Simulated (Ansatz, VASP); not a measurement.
## TiSi2: VASP beside Ansatz

The input INCAR:

```
  PREC = Accurate
  ENCUT = 520
  EDIFF = 1E-7
  ISMEAR = -1
  SIGMA = 0.05
  LREAL = F
  LASPH = T
  NELM = 60
  ALGO = Normal
  ISIF = 2
  LWAVE = F
  LCHARG = F
  GGA = PE
  NBANDS = 17
```

The input KPOINTS:

```
Automatic mesh
0
Gamma
  7 7 10
```

The input POSCAR:

```
TiSi2
1.0
    4.3308936000      0.0000000000      0.0000000000
   -2.1654468000      3.7885500000      0.0000000000
    0.0000000000      0.0000000000      2.5610100000
Ti Si
1 2
Direct
    0.0000000000      0.0000000000      0.0000000000
    0.3333300000      0.6666700000      0.5000000000
    0.6666700000      0.3333300000      0.5000000000
```

The input input.yaml:

```yaml
crystal:
  lattice:
    - [4.3308936, 0.0, 0.0]
    - [-2.1654468, 3.78855, 0.0]
    - [0.0, 0.0, 2.56101]
  atoms:
    - { symbol: Ti, position: [0.0, 0.0, 0.0] }
    - { symbol: Si, position: [0.33333, 0.66667, 0.5] }
    - { symbol: Si, position: [0.66667, 0.33333, 0.5] }
hamiltonian:
  xc: pbe
  pseudopotentials: { kind: paw }
kpoints:
  mp_grid: { grid: [7, 7, 10] }
scf:
  occupations: { method: fermi_dirac, width: 0.05 }
output:
  forces: true
  stress: true
  eigenvalues: true
```

The cell was built by a generator and needn't be a form met in nature.

Alike in both runs: task single point; functional PBE; k mesh 7 × 7 × 10; occupations fermi-dirac, width 0.05 eV; no spin polarisation.

```csv
,VASP,Ansatz
version,VASP 6.6.1,Ansatz 0.2.0
potentials or method,"VASP PAW PBE potentials, release 64 (Ti_sv, Si)",Ansatz PAW
plane-wave cutoff (eV),520,420
valence electrons in the cell,20,20
```

VASP gave:

```
gap on the k mesh at the Fermi level (eV)       : none
pressure (GPa)                                  : 1.1
largest component of the traceless stress (GPa) : 0.95
rms of the force components (eV/Å)              : 0.019
```

Which values does Ansatz return?

gap on the k mesh at the Fermi level (eV): none; pressure (GPa): 1.2; largest component of the traceless stress (GPa): 0.96; rms of the force components (eV/Å): 0.019.

Atom by atom the forces differ by 0.000 eV/Å (rms over components). A gap of «none» marks a metal or a gap that the smearing closes.
